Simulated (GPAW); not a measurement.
Here is a GPAW 26.7.0 calculation.

Contents of run.py:

```python
import json
import numpy as np
from ase.dft.bandgap import bandgap
from ase.io import read, write
from gpaw import GPAW, PW
from gpaw.response.g0w0 import G0W0

atoms = read('POSCAR')

calc = GPAW(mode=PW(650),
            xc='PBE',
            kpts={'size': (6, 6, 6), 'gamma': True},
            occupations={'name': 'fermi-dirac', 'width': 0.001},
            nbands=11,
            convergence={'density': 1e-06},
            maxiter=150,
            txt='gpaw.txt')
atoms.calc = calc
energy = atoms.get_potential_energy()
calc.write('gs.gpw')
write('result.traj', atoms)
print(f'Energy: {energy:.6f} eV')
print('Fermi level:', round(calc.get_fermi_level(), 4), 'eV')
print(f'Gap: {bandgap(calc)[0]:.4f} eV, direct: {bandgap(calc, direct=True)[0]:.4f} eV')

calc.diagonalize_full_hamiltonian(nbands=41)
calc.write('full.gpw', mode='all')

ibz = calc.get_ibz_k_points()
gap, vbm, cbm = bandgap(calc, output=None)
gap, direct, _ = bandgap(calc, direct=True, output=None)
gamma = int(np.abs(ibz).sum(1).argmin())
kpts = sorted({gamma, vbm[1], cbm[1], direct[1]})
gw = G0W0(calc='full.gpw',
          filename='gw',
          ecut=80,
          ecut_extrapolation=False,
          relbands=(-2, 2),
          kpts=kpts,
          integrate_gamma='WS',
          nbands=37,
          frequencies={'type': 'nonlinear', 'domega0': 0.1, 'omega2': 10},
          eta=0.1)
gw.calculate()
results = {mode: {key: np.asarray(r[key]).tolist() for key in ['f', 'eps', 'vxc', 'exx', 'sigma', 'Z', 'qp', 'sigma_eskn']}
           for mode, r in gw.all_results.items()}
json.dump({'kpts': ibz[kpts].tolist(), 'results': results}, open('gw.json', 'w'))
for mode, r in results.items():
    f, qp = np.array(r['f']), np.array(r['qp'])
    print(mode, 'quasiparticle energies (eV):')
    print(qp.round(3))
    print(mode, 'gap:', round(qp[f < 0.5].min() - qp[f > 0.5].max(), 4), 'eV')
```

File POSCAR:

```
GaN
1.0
    0.0000000000      2.2535006075      2.2535006075
    2.2535006075      0.0000000000      2.2535006075
    2.2535006075      2.2535006075      0.0000000000
Ga N
1 1
Direct
    0.0000000000      0.0000000000      0.0000000000
    0.2500000000      0.2500000000      0.2500000000
```

Potentials or basis: GPAW PAW data sets (gpaw-data 1.2.1), pw.

Run with:

```bash
$ OMP_NUM_THREADS=1 python run.py
```

(1) Estimate the quasiparticle gap.

(2) What does it give for the least direct quasiparticle gap?

(3) What does it give for the band gap on the k mesh, mean-field level?

Answers

(1) 3.07 eV.

(2) 3.07 eV.

(3) 1.82 eV, direct.

Caveat: the k mesh is coarse; the quasiparticle gap is taken among the few k points that were corrected; the long-wavelength limit can be off by a per cent or two.

**Experimental background.**

From a printed reference work, textbook, for a bulk crystal of GaN at 0 K: band gap 3.299 eV (direct).

Against the measured gap of GaN, 3.299 eV (direct; 0 K; a printed reference work, textbook), the calculated 3.07 eV is off by -0.23 eV. Spin-orbit coupling on Ga is left out. The value is that of G0W0 on PBE, without temperature or zero-point motion. The cell is a database's relaxed one, not the measured one, which moves gaps too.
